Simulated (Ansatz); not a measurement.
# Sn under changes of volume

One of the cells (28.673 Å³/atom); the others are scaled copies at fixed shape and fractional positions:

```
Sn
1.0
    -1.72654    1.77555    2.33834
     1.72654   -1.77555    2.33834
     1.72654    1.77555   -2.33834
Sn
1
Direct
  0.00000 0.00000 0.00000
```

This isn't the form of Sn at room conditions, which is tetragonal (white tin).

- Program: Ansatz 0.2.0
- Functional: PBE
- Potentials or basis: all-electron LAPW, scalar-relativistic
- Cutoff: 168 eV (chosen from the basis error)
- Basis error allowed: 0.0005 eV/atom
- k mesh: 11 × 11 × 11
- Occupations: fermi-dirac, width 0.05 eV
- Spin: no spin polarisation

```csv
volume (Å³/atom),energy over the lowest point (meV/atom),pressure (GPa)
26.953,?,?
27.526,1.50,0.9
28.100,0.00,-0.1
28.673,2.02,-1.0
29.247,7.15,-1.8
29.820,15.06,-2.6
30.394,25.41,-3.2
```

What does the run at 26.953 Å³/atom give?

Energy over the lowest point 6.94 meV/atom; pressure 2.1 GPa.

Worked out: A Birch-Murnaghan fit of order 3 (a polynomial in V^(-2/3)) to the other rows has its minimum at 28.05 Å³/atom with B0 = V·E''(V) = 49 GPa and B' = 4.9 at fixed shape and positions, which overstates the stiffness. It gives 6.97 meV/atom at 26.953 Å³/atom, against the run's 6.94, and -dE/dV = 2.1 GPa, against 2.1.

Energies are extrapolated to zero smearing.
